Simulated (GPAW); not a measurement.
# Collinear magnetic orders of CoO with GPAW

Aim: find out whether CoO carries moments, and which collinear order costs least.

Program: GPAW 26.7.0. Level of theory: PBE with U = 2.8 eV on Co d; plane waves with GPAW's PAW setups, scalar-relativistic. Results are calculated unless marked as measured.

Most raw output is cut from this account.

**1. Set-up**

It takes space group I4/mmm (No. 139, tetragonal). Conventional cell: a = 3.016 Å, b = 3.016 Å, c = 4.214 Å, α = 90.00°, β = 90.00°, γ = 90.00°. Nearest to Co lie 6 O at 2.11 to 2.13 Å. Nearest to O lie 6 Co at 2.11 to 2.13 Å. Farther neighbours and most contacts between anions are not listed.

**2. Start 1: ferro +**

Parallel moments need no larger cell; this start tests for a ferromagnetic state only. A Hubbard U of customary size acts on the open shell; it was not fitted to this crystal.

Input file order1.py:

```python
import json
import numpy as np
from ase import Atoms
from ase.parallel import paropen, parprint
from gpaw import GPAW

atoms = Atoms(['Co', 'O'],
    cell=[[-1.508, 1.508, 2.10724754],
         [1.508, -1.508, 2.10724754],
         [1.508, 1.508, -2.10724754]],
    scaled_positions=[[0.0, 0.0, 0.0],
         [0.5, 0.5, 0.0]],
    pbc=True,
    magmoms=[3.0, 0.0])
atoms.calc = GPAW(mode={'name': 'pw', 'ecut': 700},
    xc='PBE',
    kpts={'size': (10, 10, 10), 'gamma': True},
    occupations={'name': 'fermi-dirac', 'width': 0.05},
    convergence={'density': 1e-05, 'energy': 1e-05},
    maxiter=200,
    setups={'Co': ':d,2.8'},
    symmetry={'tolerance': 1e-4},
    txt='order1.txt')
e = atoms.get_potential_energy(force_consistent=True)
res = {'free_energy': e, 'energy_sigma0': atoms.get_potential_energy(), 'fermi_energy': atoms.calc.get_fermi_level()}
res['moments'] = atoms.get_magnetic_moments().tolist()
res['total'] = atoms.get_magnetic_moment()
parprint('site moments (muB):', np.round(res['moments'], 3))
parprint(f"total moment: {res['total']:.3f} muB")
parprint(f'free energy: {e:.6f} eV')
atoms.calc.write('order1.gpw')
with paropen('results.json', 'w') as f:
    json.dump(res, f)
```

The run is started by

```
> OMP_NUM_THREADS=1 mpirun -n 2 gpaw python order1.py > order1.log
```

Run time: 27 s. Hardware: 2 MPI ranks of Arm Neoverse V1, shared host; peak memory 0.38 GiB; 54 s of CPU time.

This step gave:

```yaml
magnetization: 3 μB
final_state: ferromagnetic
largest_moment: 2.680 μB
```

After 13 cycles the largest moment stands at 2.68 μB.

**3. Order 2, typed as antiferro q=(1/2,1/2,1/2) +-**

Reversing part of the moments tests the sign of the couplings between them.

The cell is doubled to 4 atoms to hold this order. Its mesh is chosen so that both cells sample the same points.

Input file order2.py:

```python
import json
import numpy as np
from ase import Atoms
from ase.parallel import paropen, parprint
from gpaw import GPAW

atoms = Atoms(['Co', 'Co', 'O', 'O'],
    cell=[[-3.016, 3.016, 4.21449508],
         [0.0, 0.0, 4.21449508],
         [0.0, 3.016, 0.0]],
    scaled_positions=[[0.0, 0.0, 0.0],
         [0.5, 0.0, 0.0],
         [0.0, 0.5, 0.0],
         [0.5, 0.5, 0.0]],
    pbc=True,
    magmoms=[3.0, -3.0, 0.0, 0.0])
atoms.calc = GPAW(mode={'name': 'pw', 'ecut': 700},
    xc='PBE',
    kpts={'size': (5, 10, 10), 'gamma': True},
    occupations={'name': 'fermi-dirac', 'width': 0.05},
    convergence={'density': 1e-05, 'energy': 1e-05},
    maxiter=200,
    setups={'Co': ':d,2.8'},
    symmetry={'tolerance': 1e-4},
    txt='order2.txt')
e = atoms.get_potential_energy(force_consistent=True)
res = {'free_energy': e, 'energy_sigma0': atoms.get_potential_energy(), 'fermi_energy': atoms.calc.get_fermi_level()}
res['moments'] = atoms.get_magnetic_moments().tolist()
res['total'] = atoms.get_magnetic_moment()
parprint('site moments (muB):', np.round(res['moments'], 3))
parprint(f"total moment: {res['total']:.3f} muB")
parprint(f'free energy: {e:.6f} eV')
atoms.calc.write('order2.gpw')
with paropen('results.json', 'w') as f:
    json.dump(res, f)
```

The run is started by

```
> OMP_NUM_THREADS=1 mpirun -n 2 gpaw python order2.py > order2.log
```

It took 7.5 min on 2 MPI ranks; peak memory 0.89 GiB.

Spin moment in the augmentation sphere by atom:

| atom | spin moment in the augmentation sphere (μB) |
| --- | --- |
| Co1 | 2.64 |
| Co2 | -2.64 |
| O3 | -0.09 |
| O4 | 0.09 |

Read from the output:

| Item | Value |
| --- | --- |
| magnetization | 0 μB |
| final state | antiferromagnetic |

It lies 287 meV a seeded atom under the first start, and its largest moment is 2.64 μB against 2.68 μB.

**4. Run 3 (antiferro q=(0,1/2,0) +-)**

This order needs a doubled cell of 4 atoms. Its mesh is chosen so that both cells sample the same points.

order3.py is the script of step 3 with these lines changed:

```diff
@@ -7,9 +7,9 @@
 atoms = Atoms(['Co', 'Co', 'O', 'O'],
-    cell=[[-3.016, 3.016, 4.21449508],
-         [0.0, 0.0, 4.21449508],
-         [0.0, 3.016, 0.0]],
+    cell=[[-1.508, 1.508, 2.10724754],
+         [3.016, -3.016, 4.21449508],
+         [1.508, 1.508, -2.10724754]],
     scaled_positions=[[0.0, 0.0, 0.0],
-         [0.5, 0.0, 0.0],
          [0.0, 0.5, 0.0],
-         [0.5, 0.5, 0.0]],
+         [0.5, 0.25, 0.0],
+         [0.5, 0.75, 0.0]],
     pbc=True,
@@ -18,3 +18,3 @@
     xc='PBE',
-    kpts={'size': (5, 10, 10), 'gamma': True},
+    kpts={'size': (10, 5, 10), 'gamma': True},
     occupations={'name': 'fermi-dirac', 'width': 0.05},
@@ -24,3 +24,3 @@
     symmetry={'tolerance': 1e-4},
-    txt='order2.txt')
+    txt='order3.txt')
 e = atoms.get_potential_energy(force_consistent=True)
@@ -32,3 +32,3 @@
 parprint(f'free energy: {e:.6f} eV')
-atoms.calc.write('order2.gpw')
+atoms.calc.write('order3.gpw')
 with paropen('results.json', 'w') as f:
```

The run is started by

```
> OMP_NUM_THREADS=1 mpirun -n 2 gpaw python order3.py > order3.log
```

Elapsed: 6.6 min, on 2 MPI ranks; peak memory 0.78 GiB.

Spin moment in the augmentation sphere by atom:

| atom | spin moment in the augmentation sphere (μB) |
| --- | --- |
| Co1 | 2.58 |
| Co2 | -2.58 |
| O3 | 0.00 |
| O4 | 0.00 |

This step gave:

* magnetization: 0 μB
* final state: antiferromagnetic

It lies 596 meV a seeded atom under the first start, and its largest moment is 2.58 μB against 2.68 μB.

**5. Run 4 (antiferro q=(0,0,1/2) +-)**

An opposed order shows whether the pairs that it reverses prefer unlike signs.

This order needs a doubled cell of 4 atoms. Its mesh is chosen so that both cells sample the same points.

order4.py is the script of step 4 with these lines changed:

```diff
@@ -8,8 +8,8 @@
     cell=[[-1.508, 1.508, 2.10724754],
-         [3.016, -3.016, 4.21449508],
-         [1.508, 1.508, -2.10724754]],
+         [1.508, -1.508, 2.10724754],
+         [3.016, 3.016, -4.21449508]],
     scaled_positions=[[0.0, 0.0, 0.0],
-         [0.0, 0.5, 0.0],
-         [0.5, 0.25, 0.0],
-         [0.5, 0.75, 0.0]],
+         [0.0, 0.0, 0.5],
+         [0.5, 0.5, 0.0],
+         [0.5, 0.5, 0.5]],
     pbc=True,
@@ -18,3 +18,3 @@
     xc='PBE',
-    kpts={'size': (10, 5, 10), 'gamma': True},
+    kpts={'size': (10, 10, 5), 'gamma': True},
     occupations={'name': 'fermi-dirac', 'width': 0.05},
@@ -24,3 +24,3 @@
     symmetry={'tolerance': 1e-4},
-    txt='order3.txt')
+    txt='order4.txt')
 e = atoms.get_potential_energy(force_consistent=True)
@@ -32,3 +32,3 @@
 parprint(f'free energy: {e:.6f} eV')
-atoms.calc.write('order3.gpw')
+atoms.calc.write('order4.gpw')
 with paropen('results.json', 'w') as f:
```

The run is started by

```
> OMP_NUM_THREADS=1 mpirun -n 2 gpaw python order4.py > order4.log
```

It took 2 min on 2 MPI ranks; peak memory 0.59 GiB; 4 min of CPU time.

Numbers from this step:

* magnetization: 0 μB
* final state: antiferromagnetic
* largest moment: 2.643 μB

It lies 303 meV a seeded atom under the first start, and its largest moment is 2.64 μB against 2.68 μB.

**6. Run 5 (no spin polarisation)**

A run without seeds gives the energy of the state without moments.

Input file nospin.py:

```python
import json
import numpy as np
from ase import Atoms
from ase.parallel import paropen, parprint
from gpaw import GPAW

atoms = Atoms(['Co', 'O'],
    cell=[[-1.508, 1.508, 2.10724754],
         [1.508, -1.508, 2.10724754],
         [1.508, 1.508, -2.10724754]],
    scaled_positions=[[0.0, 0.0, 0.0],
         [0.5, 0.5, 0.0]],
    pbc=True)
atoms.calc = GPAW(mode={'name': 'pw', 'ecut': 700},
    xc='PBE',
    kpts={'size': (10, 10, 10), 'gamma': True},
    occupations={'name': 'fermi-dirac', 'width': 0.05},
    convergence={'density': 1e-05, 'energy': 1e-05},
    maxiter=200,
    setups={'Co': ':d,2.8'},
    symmetry={'tolerance': 1e-4},
    txt='nospin.txt')
e = atoms.get_potential_energy(force_consistent=True)
res = {'free_energy': e, 'energy_sigma0': atoms.get_potential_energy(), 'fermi_energy': atoms.calc.get_fermi_level()}
parprint(f'free energy: {e:.6f} eV')
atoms.calc.write('nospin.gpw')
with paropen('results.json', 'w') as f:
    json.dump(res, f)
```

The run is started by

```
> OMP_NUM_THREADS=1 mpirun -n 2 gpaw python nospin.py > nospin.log
```

It took 13 s on 2 MPI ranks; peak memory 0.34 GiB.

Read from the output:

```
final state : non-magnetic (no spin polarisation)
```

It lies 1073 meV a seeded atom over the first start.

**7. The states side by side**

These are free energies at a smearing of 0.05 eV, so its entropy term is in the differences. They are divided by the number of seeded atoms, so that cells of unlike size compare. Wavevectors q in the names are fractions of the reciprocal vectors of the first run's cell.

Orders:

| start | final state | typed order kept | energy over the lowest (meV a seeded atom) | largest site moment (μB) | net moment (μB a primitive cell) | mesh matched | CPU time (s) |
| --- | --- | --- | --- | --- | --- | --- | --- |
| ferro + | ferromagnetic | yes | 595.6 | 2.68 | 3 | yes | 53.9 |
| antiferro q=(1/2,1/2,1/2) +- | antiferromagnetic | yes | 308.8 | 2.641 | 0 | yes | 899.3 |
| antiferro q=(0,1/2,0) +- | antiferromagnetic | yes | 0 | 2.584 | 0 | yes | 788.5 |
| antiferro q=(0,0,1/2) +- | antiferromagnetic | yes | 292.5 | 2.643 | 0 | yes | 240.4 |
| no spin polarisation | non-magnetic | - | 1668 | 0 | 0 | yes | 26.38 |

**8. Outcome**

| Item | Value |
| --- | --- |
| moments, largest by run | 2.68, 2.64, 2.58, 2.64, 0 μB |
| spread of the energies | 1668 meV a seeded atom |

What this shows: No order can be named lowest. Under a U these runs may have ended in unlike orbital states: their energies lie far apart for exchange between like ions, or the runs differ in kind. The occupations were not compared, so the differences can't be taken as exchange energies. Under a U a part-filled d shell can order its orbitals; no such lower state was searched for, and the cell's symmetry can forbid it.

[Logs and program files are shortened in this print: banners, set-up blocks, solver, clock and traceback lines can be left out without a mark of their own.]

[Logs are printed without paths, hosts, clocks, repeated set-up lines and the standing remarks that a program may print on its own settings, such as how far it seeks lower states.]

[Hosts, paths, dates, database ids (printed as entryN), source tags and the programs' standing remarks are cut or masked in the printed files.]

[Where a cell is said to come from a database of computed structures, the database is the Materials Project.]
